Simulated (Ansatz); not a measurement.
The system is Cd.

```
Cd
1.0
     1.68375    0.97107    2.44235
    -1.62134    0.96120    2.40512
     0.02266   -1.79389    2.37128
Cd
1
Direct
  0.00566 0.99975 0.99666
```

The cell isn't the ideal one: cell strained at random at fixed volume.

Below is the output of Ansatz 0.2.0 for this cell. Logs are shortened: lines on timing, memory, paths and dates and some standing lists are left out, and cuts for length are marked.

```text
Warning: output.stress: scf.convergence.dr2_threshold = 1e-7 eV (the SCF's general default) is looser than the 1e-10 eV advised for a printed stress (1e-10 eV for each atom of the cell: 1). What an SCF threshold leaves in a stress goes as its square root, and in the free energy as the threshold itself, and one threshold admits the most on a small cell: of the crystals measured, under no hybrid functional and no lock of the moments, on runs that ended without the residual-converged pass, on stresses that held no estimate of that error, the worst erred by over 100 MPa in a component at 1e-7 eV an atom and by under 5 at 1e-10. Set scf.convergence.dr2_threshold to 1e-10 eV or tighter. The threshold is an SCF's pass mark: one that does not reach it within its budget of iterations ends unconverged, or closes short of it on a stop that the run arms, and scf.convergence.dr2_threshold's page says what that costs each kind of run
Warning: output.stress: scf.exx.energy_threshold = 1e-6 eV is looser than the 1e-8 eV advised for a stress under a hybrid functional (1e-8 eV for each atom of the cell: 1). Every SCF of the exchange loop can meet its threshold on dr2 while the loop round them stops early: no threshold on dr2 bounds what that leaves in the stress. Set scf.exx.energy_threshold to 1e-8 eV or tighter. The threshold is the loop's pass mark: a loop that does not reach it within its budget of cycles ends unconverged, and scf.exx.energy_threshold's page has the law
Warning: RAYON_NUM_THREADS=2 ignored (pool sized by the plan → 2); use --threads N
Engine: ansatz 0.2.0, aarch64-unknown-linux-gnu
Pseudopotentials: kind: paw_fr
Pseudopotential: Cd, paw_fr, valence charge 20, recommended cutoff 500 eV (meta_gga), Cd.paw.azcp#standard-fr
Functional definition: r2SCANh
  parameter a = 0.1
  parameter k0 = 0.174
  parameter k1 = 0.065
  parameter a1 = 4.9479
  exchange = (1 - a)*r2scan_x(k0 = k0, k1 = k1, a1 = a1) + a*exact_x
  correlation = r2scan_c
non-collinear run that drives no moment, with spin-orbit: no starting moment large enough to seed its density (crystal.atoms[].spin), no starting occupations that ask for one, no magnetisation constraint and no magnetic field, so the semilocal B_xc is pinned to zero
Crystal: 1 atoms, lattice volume = 21.939 Å³
Basis set: ecut = 500 eV, 555 PW (Γ), exchange–correlation on 96×96×96 points (64 copies of the dense FFT grid, shifted against one another)
Bands: 28, of which v1, the nominal top of the filled ones, is band 20 counted from 1 (19 counted from 0)
Symmetry: 2 space group operations + 2 with time reversal
Magnetic group: BNS 2.5 (UNI 5), of the structure as read, at distance tolerance 2.8e-5 Å
k-points: 63 of 125
Projection manifold: j_resolved (fully-relativistic pseudo-atomic orbitals)
Non-local potential: Cd, projectors of the file, l = 0: 3, l = 1: 4, l = 2: 4, l = 3: 2
[... 68 lines left out ...]
  E_paw        = -4071.873862  (= ΣΔE_a)
  E_vpaw       = -526.232158  (= ΣTr[D̂ρ^β])
  E_aug_tail   = 0.000006  (compensation charges beyond the density's cutoff)
  E_vtau       = 15.542831  (kinetic-family band-sum trace: ∫τ·v_τ [+ j·A + Jᵃ·Aᵃ] dr)
  E_ewald      = -2966.772238
  E_core_change = -0.727296  (= ΣΔE_core)
  E_smearing   = 0.000415  (= −TS)
  E_closure    = -0.000000  (closes the sum)
  Σ components = -8259.588507   (vs F -8259.588507, Δ=-1.82e-12)
--- Forces (eV/Å), atoms counted from 1 ---
  atom   1  Cd     0.00000000     0.00000000     0.00000000
  max |Σ_I F_I| component: 0.00e0 eV/Å
--- Stress (GPa, compression-positive) ---
       -0.144697       1.059665      -0.289946
        1.059666      -1.052557      -0.513361
       -0.289946      -0.513361       2.058782
  P = ⅓ Tr σ = 0.2872 GPa (2.872 kbar)
--- Band table (eV; the first three rows and the last of 63) ---
  k-point 0: bands = ["-93.7104", "-93.7104", "-57.4102", "-57.4102", "-51.6339", "-51.6339", "-51.6241", "-51.6241", "3.4899", "3.4899", "3.5208", "3.5208", "4.1801", "4.1801", "4.4376", "4.4376", "4.5650", "4.5650", "4.6557", "4.6557", "27.4024", "27.4024", "28.4156", "28.4156", "30.0635", "30.0635", "32.0617", "32.0617"]
  k-point 1: bands = ["-93.7091", "-93.7091", "-57.4152", "-57.4152", "-51.6425", "-51.6425", "-51.6303", "-51.6303", "3.5201", "3.5201", "3.5712", "3.5712", "4.2607", "4.2607", "4.3991", "4.3991", "4.5971", "4.5971", "5.8143", "5.8143", "23.3634", "23.3634", "27.3264", "27.3264", "28.1852", "28.1852", "31.2900", "31.2900"]
  k-point 2: bands = ["-93.7070", "-93.7070", "-57.4235", "-57.4235", "-51.6631", "-51.6631", "-51.6344", "-51.6344", "3.3116", "3.3116", "3.5225", "3.5225", "4.2066", "4.2066", "4.5943", "4.5943", "4.8818", "4.8818", "9.5105", "9.5105", "15.8783", "15.8783", "26.6733", "26.6733", "27.6027", "27.6027", "29.3200", "29.3200"]
  k-point 62: bands = ["-93.7071", "-93.7071", "-57.4238", "-57.4238", "-51.6556", "-51.6556", "-51.6432", "-51.6432", "3.5120", "3.5120", "3.6161", "3.6161", "4.2135", "4.2135", "4.4203", "4.4203", "4.6704", "4.6704", "12.1165", "12.1165", "13.4731", "13.4731", "23.4583", "23.4583", "25.4720", "25.4720", "26.9175", "26.9175"]
--- Löwdin populations: 1 site ---
  site symbol       q [e]
     0     Cd     19.4929
  spilling = 0.025357 (of n_electrons = 20.000000)
--- Bader charges: 1 site ---
  site symbol  charge [e]  shift [e]  m_x [muB]  m_y [muB]  m_z [muB]
     0     Cd      0.0000     0.0000     0.0000     0.0000     0.0000
  estimated error of the sums over rays = 1.1e-5 e
```

Question: What input gives this log?

Answer: Atomic charges with r2SCANh, spin-orbit coupling, no magnetisation. The files as run (others can give the same):

input.yaml
```yaml
crystal:
  lattice:
    - [1.68375, 0.971073, 2.442349]
    - [-1.62134, 0.961202, 2.405117]
    - [0.022656, -1.793893, 2.37128]
  atoms:
    - { symbol: Cd, position: [0.00566, -0.000247, -0.003336] }
hamiltonian:
  xc: r2scanh
  pseudopotentials: { kind: paw_fr }
magnetization:
  noncollinear: true
  spin_orbit: true
kpoints:
  mp_grid: { grid: [5, 5, 5] }
scf:
  occupations: { method: methfessel_paxton, width: 0.1 }
output:
  forces: true
  stress: true
  eigenvalues: true
  bader: true
  populations: true
```

Potentials or basis: Ansatz PAW.
Run with:
```console
$ ansatz run input.yaml --threads 2 --pin off --max-ram 5632MiB --backend cpu --events-out ev --progress --plain --runs-dir out
```

Caveat: the k mesh is coarse (spacing up to 0.49 Å⁻¹), so the values aren't converged, least of all with exact exchange; the PAW data sets come from PBE, with cores solved anew for the run's functional, which leaves a small shift of forces and pressure; the thresholds are loose for stress.
